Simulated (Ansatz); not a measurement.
Runs of Ansatz 0.2.0 on KMgF3. The structure is cubic, space group Pm-3m (No. 221). The conventional cell has a = 3.986 Å, b = 3.986 Å, c = 3.986 Å, α = 90.00°, β = 90.00°, γ = 90.00°. K (site symmetry m-3m) has 12 F at 2.82 Å as nearest neighbours. Around Mg (site symmetry m-3m) lie 6 F at 1.99 Å. F (site symmetry 4/mmm) is surrounded by 2 Mg at 1.99 Å. 

```tsv
level	gap on the mesh (eV)	pressure (GPa)	relaxed volume (Å³/atom)
PBEsol+D3(BJ)-ATM	7.32	0.0	(b)
PBEsol+D3(BJ)	7.35	0.0	12.38
PBEsol+D4	7.21	0.0	(a)
PBEsol	7.15	0.0	12.71
```

Alike in all rows: task relaxation of cell and atoms; potentials or basis Ansatz PAW; no spin polarisation; cell relaxed; k mesh 7 × 7 × 7; cutoff (eV) 420; smearing fermi-dirac 0.05 eV.

Task: Fill in the values left out.

Result: (a) 12.61; (b) 12.43.

Caveats: odd divisions of the mesh miss points on the zone boundary, where band edges often lie, so the gap on the mesh can be too wide; the plane-wave basis is chosen anew once the cell has moved, so the energies of steps on either side of that aren't comparable; the PAW data sets come from PBE, with cores solved anew for the run's functional, which leaves a small shift of forces and pressure.

A k mesh can miss the band edges.
